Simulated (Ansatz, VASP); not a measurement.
**Two plane-wave programs on H**

```
H
1.0
    -1.82493    1.82493    2.34021
     1.82493   -1.82493    2.34021
     1.82493    1.82493   -2.34021
H
2
Cartesian
  0.0000 0.0000 4.3095
  0.0000 0.0000 0.3709
```

Alike in both runs: functional r2SCAN; k mesh 10 × 10 × 10; occupations gaussian, width 0.02 eV; no spin polarisation.

Ansatz relaxed the structure, and its values are those at the end. VASP's run is a single point on that final structure, the one shown.

```csv
,VASP,Ansatz
version,VASP 6.6.1,Ansatz 0.2.0
potentials or method,"VASP PAW PBE potentials, release 64 (H)","scalar-relativistic, plane waves, PAW"
plane-wave cutoff (eV),520,500
valence electrons in the cell,2,2
```

Ansatz gave:

```
gap on the k mesh at the Fermi level (eV) : 10.29
least direct gap on the mesh (eV)         : 10.74
pressure (GPa)                            : 0.0
rms of the force components (eV/Å)        : 0.001
```

**Question.** What did VASP give for the same quantities?

**Answer.** gap on the k mesh at the Fermi level (eV): 10.30; least direct gap on the mesh (eV): 10.75; pressure (GPa): -0.1; rms of the force components (eV/Å): 0.003.

The functional is the same, so the differences come from potentials, cutoffs and numerics.

Caveats: the PAW data sets were made with another functional, which shifts forces and pressure a little (VASP). A k mesh can miss the band edges. r2SCAN opens gaps a little over a GGA but as a rule still falls short of measured ones.
